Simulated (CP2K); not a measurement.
# AlCu3 (Fm-3m) in CP2K: equation of state

Aim: energy against volume of AlCu3 in PBEsol, for its equilibrium volume and stiffness.

Program: CP2K 2026.2. These are calculated values, not measurements. Logs are shortened: lines on timing, memory, paths and dates and some standing lists are left out, and cuts for length are marked.

### Step 1. The structure

The structure is cubic, space group Fm-3m (No. 225). Conventional cell: a = 5.776 Å, b = 5.776 Å, c = 5.776 Å, α = 90.00°, β = 90.00°, γ = 90.00°. Cu (site symmetry -43m) is surrounded by 4 Al at 2.50 Å and 4 Cu at 2.50 Å. Cu (site symmetry m-3m) is surrounded by 8 Cu at 2.50 Å. Al (site symmetry m-3m) has 8 Cu at 2.50 Å as nearest neighbours.

The cell comes from a database or a generator and needn't be the stable form of this composition.

### Step 2. Single point, PBEsol, 12.04 Å³/atom

The input, alcu3_eos.inp:

```
&GLOBAL
  PROJECT alcu3_eos
  RUN_TYPE ENERGY_FORCE
  PRINT_LEVEL LOW
&END GLOBAL
&FORCE_EVAL
  METHOD QS
  STRESS_TENSOR ANALYTICAL
  &DFT
    BASIS_SET_FILE_NAME BASIS_MOLOPT_UZH
    POTENTIAL_FILE_NAME POTENTIAL_UZH
    &MGRID
      CUTOFF 450
      REL_CUTOFF 60
      NGRIDS 5
    &END MGRID
    &QS
      METHOD GPW
      EPS_DEFAULT 1.0E-10
    &END QS
    &KPOINTS
      SCHEME MONKHORST-PACK 8 8 8
      GAMMA_CENTERED T
      SYMMETRY T
      SYMMETRY_BACKEND SPGLIB
    &END KPOINTS
    &SCF
      SCF_GUESS ATOMIC
      EPS_SCF 1.0E-6
      MAX_SCF 100
      ADDED_MOS 23
      CHOLESKY OFF
      EPS_EIGVAL 1.0E-7
      &DIAGONALIZATION ON
        ALGORITHM STANDARD
      &END DIAGONALIZATION
      &MIXING ON
        METHOD BROYDEN_MIXING
        ALPHA 0.4
        BETA 1.5
        NBUFFER 8
      &END MIXING
      &SMEAR ON
        METHOD FERMI_DIRAC
        ELECTRONIC_TEMPERATURE 580.23
      &END SMEAR
    &END SCF
    &XC
      &XC_FUNCTIONAL
        &GGA_X_PBE_SOL
        &END GGA_X_PBE_SOL
        &GGA_C_PBE_SOL
        &END GGA_C_PBE_SOL
      &END XC_FUNCTIONAL
    &END XC
    &PRINT
      &KPOINTS ON
      &END KPOINTS
      &MULLIKEN ON
      &END MULLIKEN
      &MO ON
        ENERGIES T
        OCCUPATION_NUMBERS T
        &EACH
          QS_SCF 0
        &END EACH
        ADD_LAST NUMERIC
      &END MO
    &END PRINT
  &END DFT
  &SUBSYS
    &CELL
      A 4.0842643075 0.0000000000 0.0000000000
      B 2.0421321538 3.5370766461 0.0000000000
      C 2.0421321538 1.1790255487 3.3347878427
      PERIODIC XYZ
    &END CELL
    &COORD
      SCALED
      Cu  0.7500000000 0.7500000000 0.7500000000
      Cu  0.2500000000 0.2500000000 0.2500000000
      Cu  0.5000000000 0.5000000000 0.5000000000
      Al  0.0000000000 0.0000000000 0.0000000000
    &END COORD
    &KIND Cu
      BASIS_SET TZVP-MOLOPT-PBE-GTH-q11
      POTENTIAL GTH-PBE-q11
    &END KIND
    &KIND Al
      BASIS_SET TZVP-MOLOPT-PBE-GTH-q3
      POTENTIAL GTH-PBE-q3
    &END KIND
    &PRINT
      &ATOMIC_COORDINATES ON
      &END ATOMIC_COORDINATES
      &CELL ON
      &END CELL
    &END PRINT
  &END SUBSYS
  &PRINT
    &FORCES ON
    &END FORCES
    &STRESS_TENSOR ON
    &END STRESS_TENSOR
  &END PRINT
&END FORCE_EVAL
```

Potentials or basis: POTENTIAL_UZH Cu GTH-PBE-q11, Al GTH-PBE-q3; TZVP-MOLOPT-PBE-GTH basis.

Started as:

```bash
> OMP_NUM_THREADS=1 mpirun -n 3 cp2k.psmp -i alcu3_eos.inp -o alcu3_eos.out
```

alcu3_eos.out:

```text

 CP2K| version string:                                       CP2K version 2026.2
 CP2K| Input file name                                             alcu3_eos.inp

 GLOBAL| Force Environment number                                              1
 GLOBAL| Basis set file name                                    BASIS_MOLOPT_UZH
 GLOBAL| Potential file name                                       POTENTIAL_UZH
 GLOBAL| MM Potential file name                                     MM_POTENTIAL
 GLOBAL| Coordinate file name                                      __STD_INPUT__
 GLOBAL| Method name                                                        CP2K
 GLOBAL| Project name                                                  alcu3_eos
 GLOBAL| Run type                                                   ENERGY_FORCE
 GLOBAL| FFT library                                                       FFTW3
[... 6 lines left out ...]
 GLOBAL| Total number of message passing processes                             3
 GLOBAL| Number of threads for this process                                    1
 GLOBAL| CPU model name           Intel(R) Xeon(R) Platinum 8259CL CPU @ 2.50GHz

 CELL| Volume [angstrom^3]:                                            48.175532
 CELL| Vector a [angstrom]:       4.084     0.000     0.000   |a| =     4.084264
 CELL| Vector b [angstrom]:       2.042     3.537     0.000   |b| =     4.084264
 CELL| Vector c [angstrom]:       2.042     1.179     3.335   |c| =     4.084264
 CELL| Angle (b,c), alpha [degree]:                                    60.000000
 CELL| Angle (a,c), beta  [degree]:                                    60.000000
 CELL| Angle (a,b), gamma [degree]:                                    60.000000
 CELL| Numerically orthorhombic:                                              NO
 CELL| Periodicity                                                           XYZ

 CELL_REF| Volume [angstrom^3]:                                        48.175532
 CELL_REF| Vector a [angstrom     4.084     0.000     0.000   |a| =     4.084264
 CELL_REF| Vector b [angstrom     2.042     3.537     0.000   |b| =     4.084264
 CELL_REF| Vector c [angstrom     2.042     1.179     3.335   |c| =     4.084264
 CELL_REF| Angle (b,c), alpha [degree]:                                60.000000
 CELL_REF| Angle (a,c), beta  [degree]:                                60.000000
 CELL_REF| Angle (a,b), gamma [degree]:                                60.000000
 CELL_REF| Numerically orthorhombic:                                          NO
 CELL_REF| Periodicity                                                       XYZ

[... 9 lines left out ...]

  Total number of            - Atomic kinds:                                   2
                             - Atoms:                                          4
                             - Shell sets:                                     4
                             - Shells:                                        37
                             - Primitive Cartesian functions:                 22
                             - Cartesian basis functions:                    138
                             - Spherical basis functions:                    119

  Maximum angular momentum of- Orbital basis functions:                        3
                             - Local part of the GTH pseudopotential:          0
                             - Non-local part of the GTH pseudopotential:      4

 MODULE QUICKSTEP: ATOMIC COORDINATES IN ANGSTROM

   Atom Kind Element         X             Y             Z       Z(eff)     Mass
      1    1 Cu   29      6.126396      3.537077      2.501091  11.0000  63.5460
      2    1 Cu   29      2.042132      1.179026      0.833697  11.0000  63.5460
      3    1 Cu   29      4.084264      2.358051      1.667394  11.0000  63.5460
      4    2 Al   13      0.000000      0.000000      0.000000   3.0000  26.9815

 SCF PARAMETERS         Density guess:                                    ATOMIC
[... 9 lines left out ...]
                        --------------------------------------------------------
                        level_shift [a.u.]:                             0.000000
                        added MOs                                        23    0
                        --------------------------------------------------------
                        Mixing method:                            BROYDEN_MIXING
                                                charge density mixing in g-space
                        --------------------------------------------------------
                        Smear method:                                FERMI_DIRAC
                        Electronic temperature [K]:                        580.2
                        Electronic temperature [a.u.]:                  1.84E-03
                        Accuracy threshold:                             1.00E-10
                        --------------------------------------------------------
                        No outer SCF
[... 15 lines left out ...]
 BRILLOUIN|     2           0.04688       -0.37500       -0.37500       -0.25000
 BRILLOUIN|     3           0.04688       -0.37500       -0.37500       -0.12500
 BRILLOUIN|     4           0.01172       -0.37500       -0.37500        0.00000
 BRILLOUIN|     5           0.04688       -0.37500       -0.37500        0.12500
 BRILLOUIN|     6           0.02344       -0.37500       -0.37500        0.25000
[... 21 lines left out ...]
 BRILLOUIN|    28           0.00781        0.00000        0.00000        0.50000
 BRILLOUIN|    29           0.00586        0.00000        0.50000        0.50000
 *******************************************************************************

 Extrapolation method: initial_guess

 Number of electrons:                                                         36
 Number of occupied orbitals:                                                 18
 Number of molecular orbitals:                                                41

 Number of orbital functions:                                                119
 Number of independent orbital functions:                                    119

 SCF WAVEFUNCTION OPTIMIZATION

  Step     Update method      Time    Convergence         Total energy    Change
  ------------------------------------------------------------------------------
     1 NoMix/Diag. 0.40E+00   20.4     1.61277749      -145.3597266275 -1.45E+02
     2 Broy./Diag. 0.40E+00   19.2     0.05420206      -143.8150893985  1.54E+00
     3 Broy./Diag. 0.40E+00   19.8     0.02246884      -145.0760559461 -1.26E+00
     4 Broy./Diag. 0.40E+00   21.7     0.03362126      -145.1440286464 -6.80E-02
     5 Broy./Diag. 0.40E+00   17.0     0.00116600      -145.1264537678  1.76E-02
     6 Broy./Diag. 0.40E+00   19.6     0.00235472      -145.1416247901 -1.52E-02
     7 Broy./Diag. 0.40E+00   18.1     0.00034310      -145.1367599405  4.86E-03
     8 Broy./Diag. 0.40E+00   17.7     0.00034291      -145.1329297314  3.83E-03
     9 Broy./Diag. 0.40E+00   17.5     0.00005505      -145.1337458686 -8.16E-04
    10 Broy./Diag. 0.40E+00   19.8     0.00001331      -145.1330688228  6.77E-04
    11 Broy./Diag. 0.40E+00   21.8     0.00000122      -145.1331188047 -5.00E-05
    12 Broy./Diag. 0.40E+00   22.8     0.00000138      -145.1330926456  2.62E-05
    13 Broy./Diag. 0.40E+00   21.5     0.00000016      -145.1330920834  5.62E-07

  *** SCF run converged in    13 steps ***

  Electronic density on regular grids:        -35.9999999521        0.0000000479
  Core density on regular grids:               35.9999999954       -0.0000000046
  Total charge density on r-space grids:        0.0000000434
  Total charge density g-space grids:           0.0000000434

  Overlap energy of the core charge distribution:               0.00000005020858
  Self energy of the core charge distribution:               -199.64653350650539
  Core Hamiltonian energy:                                     67.47068909091287
  Hartree energy:                                              10.64234428419228
  Exchange-correlation energy:                                -23.59948695676691
  Electronic entropic energy:                                  -0.00010504542168
  Fermi energy:                                                 0.27450239823271

  Total energy:                                              -145.13309208336531
  Total energy (extrapolated to T->0):                       -145.13303956065448

 MO| EIGENVALUES AND OCCUPATION NUMBERS FOR K POINT 1
 MO|
 MO|  Index      Eigenvalue [a.u.]        Eigenvalue [eV]             Occupation
 MO|      1              -0.051651              -1.405484               2.000000
 MO|      2               0.051051               1.389173               2.000000
 MO|      3               0.103516               2.816809               2.000000
 MO|      4               0.103516               2.816809               2.000000
 MO|      5               0.121755               3.313132               2.000000
 MO|      6               0.122926               3.344999               2.000000
[... 268 lines left out ...]
 MO|     40               1.285679              34.985101               0.000000
 MO|     41               1.347991              36.680711               0.000000
 MO| Sum:                                                              38.000000
 MO| E(Fermi):            0.274502 a.u.          7.469590 eV
 MO| Band gap:            0.039429 a.u.          1.072907 eV

 MO| EIGENVALUES AND OCCUPATION NUMBERS FOR K POINT 7
 MO|
 MO|  Index      Eigenvalue [a.u.]        Eigenvalue [eV]             Occupation
 MO|      1               0.000378               0.010298               2.000000
 MO|      2               0.038308               1.042414               2.000000
 MO|      3               0.080437               2.188815               2.000000
 MO|      4               0.104675               2.848348               2.000000
 MO|      5               0.113381               3.085266               2.000000
 MO|      6               0.123589               3.363015               2.000000
[... 362 lines left out ...]
 MO|     40               1.279451              34.815633               0.000000
 MO|     41               1.328592              36.152828               0.000000
 MO| Sum:                                                              36.004010
 MO| E(Fermi):            0.274502 a.u.          7.469590 eV

 [... the levels of further k-points ...]

 !-----------------------------------------------------------------------------!
                     Mulliken Population Analysis

 #  Atom  Element  Kind  Atomic population                           Net charge
       1     Cu       1         11.284870                             -0.284870
       2     Cu       1         11.284906                             -0.284906
       3     Cu       1         10.775644                              0.224356
       4     Al       2          2.654581                              0.345419
 # Total charge                             36.000000                  0.000000

 !-----------------------------------------------------------------------------!

 ENERGY| Total FORCE_EVAL ( QS ) energy [hartree]           -145.133091954739768

 FORCES| Atomic forces [hartree/bohr]
 FORCES|   Atom     x               y               z               |f|
 FORCES|      1  1.97314786E-07  1.28917882E-07  1.05024812E-07   2.58037121E-07
 FORCES|      2 -1.96998840E-07 -1.28783582E-07 -1.21341273E-07   2.64797013E-07
 FORCES|      3  1.75364900E-09  2.61775510E-09  1.55152349E-08   1.58319437E-08
 FORCES|      4 -2.09372955E-09 -2.44070916E-09  5.38492439E-10   3.26048136E-09
 FORCES| Sum    -2.41346288E-11  3.11345661E-10 -2.62733624E-10
 FORCES| Total atomic force                                       4.08102387E-10

 STRESS| Analytical stress tensor [bar]
 STRESS|                        x                   y                   z
 STRESS|      x        1.30173253485E+04  -1.22583030126E+02  -8.66975202154E+01
 STRESS|      y       -1.22583030126E+02   1.31592078079E+04  -4.94255634797E+01
 STRESS|      z       -8.66975202154E+01  -4.94255634797E+01   1.31957684692E+04
 STRESS| 1/3 Trace                                             1.31241005419E+04
 STRESS| Determinant                                           2.26007459957E+12

 STRESS| Eigenvectors and eigenvalues of the analytical stress tensor [bar]
 STRESS|                        1                   2                   3
 STRESS| Eigenvalues   1.29115904776E+04   1.32297021441E+04   1.32310090039E+04
 STRESS|      x           0.817604749332     -0.349407887587     -0.457642438987
 STRESS|      y           0.470891655026      0.863158899345      0.182257410573
 STRESS|      z           0.331335967104     -0.364514529990      0.870256073998
```

Wall time 5.3 min (3 MPI ranks of Intel Xeon Platinum 8259CL at 2.50GHz (Skylake/Cascade Lake), shared host).

What came out:

```
Free energy            : -3949.2723 eV
Pressure               : 1.3 GPa
Band gap on the k mesh : none (metal or under the smearing width)
Mulliken charges       : Cu -0.28, +0.22; Al +0.35 e
```

Caveat: Mulliken charges move with the basis; the potentials were made for another functional, which shifts forces and pressure; the basis of atomic orbitals isn't converged, which shifts pressures, moduli and gaps.

### Step 3. Single point, PBEsol, 11.80 Å³/atom (volume scaled by 0.98)

Changes to alcu3_eos.inp since step 2:

```diff
@@ -11,2 +11,3 @@
     POTENTIAL_FILE_NAME POTENTIAL_UZH
+    WFN_RESTART_FILE_NAME previous-RESTART.kp
     &MGRID
@@ -27,3 +28,3 @@
     &SCF
-      SCF_GUESS ATOMIC
+      SCF_GUESS RESTART
       EPS_SCF 1.0E-6
@@ -72,5 +73,5 @@
     &CELL
-      A 4.0842643075 0.0000000000 0.0000000000
-      B 2.0421321538 3.5370766461 0.0000000000
-      C 2.0421321538 1.1790255487 3.3347878427
+      A 4.0568523117 0.0000000000 0.0000000000
+      B 2.0284261559 3.5133371614 0.0000000000
+      C 2.0284261559 1.1711123871 3.3124060419
       PERIODIC XYZ
```

Potentials or basis: POTENTIAL_UZH Cu GTH-PBE-q11, Al GTH-PBE-q3; TZVP-MOLOPT-PBE-GTH basis.

Started as:

```bash
> OMP_NUM_THREADS=1 mpirun -n 3 cp2k.psmp -i alcu3_eos.inp -o alcu3_eos.out
```

Run time: 5.3 min. Hardware: 3 MPI ranks of Intel Xeon Platinum 8259CL at 2.50GHz (Skylake/Cascade Lake), shared host.

It converged, with:

| Quantity | Value |
| --- | --- |
| Free energy | -3949.2545 eV |
| Pressure | 4.7 GPa |
| Band gap on the k mesh | none (metal or under the smearing width) |
| Mulliken charges | Cu -0.29, +0.24; Al +0.34 e |

Caveat: Mulliken charges move with the basis; the potentials were made for another functional, which shifts forces and pressure; the basis of atomic orbitals isn't converged, which shifts pressures, moduli and gaps.

### Step 4. Single point, PBEsol, 12.28 Å³/atom (volume scaled by 1.02)

Changes to alcu3_eos.inp since step 3:

```diff
@@ -73,5 +73,5 @@
     &CELL
-      A 4.0568523117 0.0000000000 0.0000000000
-      B 2.0284261559 3.5133371614 0.0000000000
-      C 2.0284261559 1.1711123871 3.3124060419
+      A 4.1113132038 0.0000000000 0.0000000000
+      B 2.0556566019 3.5605016774 0.0000000000
+      C 2.0556566019 1.1868338925 3.3568731740
       PERIODIC XYZ
```

Started as:

```bash
> OMP_NUM_THREADS=1 mpirun -n 3 cp2k.psmp -i alcu3_eos.inp -o alcu3_eos.out
```

Wall time 5.4 min (3 MPI ranks of Intel Xeon Platinum 8259CL at 2.50GHz (Skylake/Cascade Lake), shared host).

It converged, with:

```
Free energy            : -3949.2710 eV
Pressure               : -1.7 GPa
Band gap on the k mesh : none (metal or under the smearing width)
Mulliken charges       : Cu -0.28, +0.21; Al +0.35 e
```

Caveat: Mulliken charges move with the basis; the potentials were made for another functional, which shifts forces and pressure; the basis of atomic orbitals isn't converged, which shifts pressures, moduli and gaps.

### Step 5. Single point, PBEsol, 11.56 Å³/atom (volume scaled by 0.96)

Changes to alcu3_eos.inp since step 4:

```diff
@@ -73,5 +73,5 @@
     &CELL
-      A 4.1113132038 0.0000000000 0.0000000000
-      B 2.0556566019 3.5605016774 0.0000000000
-      C 2.0556566019 1.1868338925 3.3568731740
+      A 4.0290647800 0.0000000000 0.0000000000
+      B 2.0145323900 3.4892724530 0.0000000000
+      C 2.0145323900 1.1630908177 3.2897176172
       PERIODIC XYZ
```

Started as:

```bash
> OMP_NUM_THREADS=1 mpirun -n 3 cp2k.psmp -i alcu3_eos.inp -o alcu3_eos.out
```

It took 5.1 min on 3 MPI ranks of Intel Xeon Platinum 8259CL at 2.50GHz (Skylake/Cascade Lake), shared host.

Results (log left out):

* Free energy: -3949.2155 eV
* Pressure: 8.4 GPa
* Band gap on the k mesh: none (metal or under the smearing width)
* Mulliken charges: Cu -0.30, +0.26; Al +0.33 e

Caveat: Mulliken charges move with the basis; the potentials were made for another functional, which shifts forces and pressure; the basis of atomic orbitals isn't converged, which shifts pressures, moduli and gaps.

### Step 6. Single point, PBEsol, 12.53 Å³/atom (volume scaled by 1.04)

Changes to alcu3_eos.inp since step 5:

```diff
@@ -73,5 +73,5 @@
     &CELL
-      A 4.0290647800 0.0000000000 0.0000000000
-      B 2.0145323900 3.4892724530 0.0000000000
-      C 2.0145323900 1.1630908177 3.2897176172
+      A 4.1380107908 0.0000000000 0.0000000000
+      B 2.0690053955 3.5836224660 0.0000000000
+      C 2.0690053955 1.1945408220 3.3786716626
       PERIODIC XYZ
```

Potentials or basis: POTENTIAL_UZH Cu GTH-PBE-q11, Al GTH-PBE-q3; TZVP-MOLOPT-PBE-GTH basis.

Started as:

```bash
> OMP_NUM_THREADS=1 mpirun -n 3 cp2k.psmp -i alcu3_eos.inp -o alcu3_eos.out
```

Wall time 6.3 min (3 MPI ranks of Intel Xeon Platinum 8259CL at 2.50GHz (Skylake/Cascade Lake), shared host).

The run converged. Its results:

* Free energy: -3949.2528 eV
* Pressure: -4.3 GPa
* Band gap on the k mesh: none (metal or under the smearing width)
* Mulliken charges: Cu -0.27, +0.19; Al +0.36 e

Caveat: Mulliken charges move with the basis; the potentials were made for another functional, which shifts forces and pressure; the basis of atomic orbitals isn't converged, which shifts pressures, moduli and gaps.

(Continued in part 2 of 2.)
